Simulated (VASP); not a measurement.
Write the native input for VASP 6.6.1 that does the following.

| Property | Result |
| --- | --- |
| Task | single point |
| Functional | PBE |
| Dispersion | D3(BJ) |
| Potentials or basis | VASP PAW PBE potentials, release 64 (Cl, H) |
| Cutoff | 520 eV |
| k mesh | 1 × 1 × 1 |
| Occupations | fermi-dirac, width 0.05 eV |
| Spin | no spin polarisation |
| Dipole correction | no |
| Further INCAR settings | LREAL = Auto; ALGO = Normal; EDIFF = 1e-06; NBANDS = 46 |

The structure of HCl lies in POSCAR:

```
HCl
1.0
    7.4168600000      0.0000000000      0.0000000000
    0.0000000000      7.4168600000      0.0000000000
    0.0000000000      0.0000000000      7.4168600000
Cl H
8 8
Direct
    0.9568065192      0.6781171547      0.8408410028
    0.4279708664      0.5315861429      0.1192957667
    0.2727704177      0.0528121065      0.3274431498
    0.1344908762      0.1904984050      0.8235425773
    0.6733307626      0.2334276230      0.6330306895
    0.8046936305      0.8159652467      0.3866191353
    0.8919542771      0.2987922113      0.1798200317
    0.5014520970      0.0068762252      0.9375396057
    0.9094684273      0.6454348606      0.6741262475
    0.4658979676      0.6860180723      0.0640297916
    0.2427577169      0.1042354851      0.5005352669
    0.1902557147      0.3473707202      0.8876937141
    0.6093683850      0.1218574976      0.7646092821
    0.7712697826      0.9465326297      0.4867154025
    1.0560803359      0.3340497192      0.1845659754
    0.3433663302      0.0623848906      0.8845522229
```

The cell was built by a generator and needn't be a form met in nature.

One way to write it, as run:

INCAR

```
SYSTEM = HCl
ALGO = Normal
EDIFF = 1E-6
ENCUT = 520
GGA = PE
ISIF = 2
ISMEAR = -1
IVDW = 12
LASPH = .TRUE.
LCHARG = .TRUE.
LELF = .TRUE.
LREAL = Auto
LVHAR = .TRUE.
LWAVE = .FALSE.
NBANDS = 46
NELM = 100
PREC = Accurate
SIGMA = 0.05
```

KPOINTS

```
k-points
0
G
  1 1 1
  0 0 0
```

Potentials or basis: VASP PAW PBE potentials, release 64 (Cl, H).

The run is started by

```console
$ cat potpaw_PBE.64/Cl/POTCAR potpaw_PBE.64/H/POTCAR > POTCAR
$ mpirun -np 1 vasp_gam > vasp.out
```

Results of the run:

The pressure is 0.9 GPa, the largest force is 1.801 eV/Å and the band gap on the k mesh is 5.04 eV, direct. The dispersion energy per atom is -0.063 eV.

Wall time 54 s on 1 thread of Intel(R) Xeon(R) Platinum 8488C (Sapphire Rapids), on a shared host, peak memory 0.4 GiB.
